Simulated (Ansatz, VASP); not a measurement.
**CdSe: VASP beside Ansatz**

INCAR

```
PREC = Accurate
ENCUT = 600
EDIFF = 1E-6
ISMEAR = 0
SIGMA = 0.1
LREAL = False
LASPH = True
NELM = 80
ALGO = Fast
ISIF = 3
LWAVE = False
LCHARG = False
GGA = PE
IBRION = 2
NSW = 100
EDIFFG = -0.01
```

KPOINTS

```
Automatic mesh
0
Gamma
  16 16 16
```

The input POSCAR:

```
CdSe
1.0
    3.5618853240      0.0000000000      0.0000000000
    0.0000000000      3.5618853240      0.0000000000
    0.0000000000      0.0000000000      3.5618853240
Cd Se
1 1
Direct
    0.5000000000      0.5000000000      0.5000000000
    0.0000000000      0.0000000000      0.0000000000
```

Input for Ansatz:

```yaml
crystal:
  lattice:
    - [3.561885324, 0.0, 0.0]
    - [0.0, 3.561885324, 0.0]
    - [0.0, 0.0, 3.561885324]
  atoms:
    - { symbol: Cd, position: [0.5, 0.5, 0.5] }
    - { symbol: Se, position: [0.0, 0.0, 0.0] }
basis:
  ecutwfc: 420
kpoints:
  mp_grid: { grid: [16, 16, 16] }
hamiltonian:
  xc: pbe
scf:
  occupations: { method: gaussian, width: 0.1 }
output:
  forces: true
  stress: true
  eigenvalues: true
  write_density: true
  write_potential: true
  elf: true
  volumetric_format: npy
relax:
  adjacent_minimum: "off"
  f_tol: 0.01
  max_steps: 80
  cell: { stress_tol: 0.05 }
```

Alike in both runs: task relaxation of cell and atoms; functional PBE; k mesh 16 × 16 × 16; occupations gaussian, width 0.1 eV; no spin polarisation.

```csv
,VASP,Ansatz
version,VASP 6.6.1,Ansatz 0.2.0
potentials or method,"VASP PAW PBE potentials, release 64 (Cd, Se)","scalar-relativistic, plane waves, PAW"
plane-wave cutoff (eV),600,420
valence electrons in the cell,18,36
```

```tsv
	VASP	Ansatz	Ansatz less VASP
gap on the k mesh at the Fermi level, each at its own relaxed structure (eV)	none	none	-
relaxed volume (Å³/atom)	22.59	22.50	-0.096
relaxed cell length with the largest relative difference (Å)	3.562	3.557	-0.0050
```

A gap of «none» marks a metal or a gap that the smearing closes. The two sets of potentials don't hold the same shells in valence.

Caveats: the relaxation stopped at its first step, so nothing moved.
